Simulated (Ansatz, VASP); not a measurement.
## Fe in VASP and in Ansatz

```
Fe
1.0
     2.25186    0.00000    0.00000
     0.00000    2.25186    0.00000
     0.00000    0.00000    2.25186
Fe
1
Direct
  0.00000 0.00000 0.00000
```

Alike in both runs: task single point; functional revPBE; k mesh 15 × 15 × 15; occupations fermi-dirac, width 0.1 eV; no spin polarisation.

|  | VASP | Ansatz |
| --- | --- | --- |
| version | VASP 6.6.1 | Ansatz 0.2.0 |
| potentials or method | VASP PAW PBE potentials, release 64 (Fe) | plane waves (420 eV) with PAW, scalar-relativistic |
| plane-wave cutoff (eV) | 520 | 420 |
| valence electrons in the cell | 8 | 16 |

|  | VASP | Ansatz | Ansatz less VASP |
| --- | --- | --- | --- |
| pressure (GPa) | 7.7 | 8.6 | +0.97 |

With one functional, cell and mesh, what is left measures potentials, basis and numerics. The two sets of potentials don't hold the same shells in valence.

Caveats: the PAW data sets were made with another functional, which shifts forces and pressure a little (VASP); the run has no spin polarisation, though such a crystal can be magnetic. Spin polarisation is off, so any magnetic state and its effect on volume and gap are missing.
